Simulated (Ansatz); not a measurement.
Wanted: the native input for an Ansatz 0.2.0 run.

```yaml
Task: single point
Functional: PBE
Potentials_or_basis: Ansatz PAW
Cutoff: "420 eV (not typed: the program's choice for these potentials)"
k_mesh: 9 × 9 × 9
Occupations: gaussian, width 0.016 eV
Spin: no spin polarisation
```

The system is Pb.

```
Pb
1.0
     0.00000    2.47502    2.47502
     2.47502    0.00000    2.47502
     2.47502    2.47502    0.00000
Pb
1
Direct
  0.00000 0.00000 0.00000
```

One way to write it, as run:

input.yaml

```yaml
crystal:
  lattice:
    - [0.0, 2.47502, 2.47502]
    - [2.47502, 0.0, 2.47502]
    - [2.47502, 2.47502, 0.0]
  atoms:
    - { symbol: Pb, position: [0.0, 0.0, 0.0] }
hamiltonian:
  xc: pbe
  pseudopotentials: { kind: paw }
kpoints:
  mp_grid: { grid: [9, 9, 9] }
scf:
  occupations: { method: gaussian, width: 0.016 }
output:
  forces: true
  stress: true
  eigenvalues: true
```

Potentials or basis: Ansatz PAW.

Launch:

```bash
$ ansatz run input.yaml --threads 2 --pin off --max-ram 5632MiB --backend cpu --events-out ev --progress --plain --runs-dir out
```

It gave:

```yaml
Pressure: 2.2 GPa
Band_gap_on_the_k_mesh: none (metal or under the smearing width)
```

It took 0.56 s on 2 threads of Arm Neoverse V1 (shared host), peak memory 0.27 GiB.
